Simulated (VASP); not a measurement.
A run of VASP 6.6.1:

Contents of INCAR:

```
SYSTEM = Ca
PREC = Accurate ; ENCUT = 520
EDIFF = 1E-6 ; ISMEAR = -1
SIGMA = 0.1 ; LREAL = .FALSE.
LASPH = .TRUE. ; NELM = 100
ALGO = Fast ; ISIF = 2
LWAVE = .FALSE. ; LCHARG = .FALSE.
GGA = B5 ; ALDAX = 1.0
AGGAX = 1.0 ; AGGAC = 1.0
ALDAC = 0.0 ; NBANDS = 11
```

The input KPOINTS:

```
regular mesh
0
G
  10 10 10
  0 0 0
```

Contents of POSCAR:

```
Ca
1.0
    3.5230317012      0.0000000000      0.0000000000
    0.0000000000      3.5230317012      0.0000000000
    0.0000000000      0.0000000000      3.5230317012
Ca
1
Direct
    0.0000000000      0.0000000000      0.0000000000
```

Potentials or basis: VASP PAW PBE potentials, release 64 (Ca_sv).

Command:

```console
$ cat potpaw_PBE.64/Ca_sv/POTCAR > POTCAR
$ mpirun -np 1 vasp_std > vasp.out
```

Hardware: 1 thread of Intel(R) Xeon(R) 6975P-C (Granite Rapids), with other jobs on the host.

**Question.** Estimate the wall time of this run.

**Answer.** Wall time 18 s on 1 thread of Intel(R) Xeon(R) 6975P-C (Granite Rapids) (shared host), peak memory 0.16 GiB. Counts: scf iterations 14, k points 56.
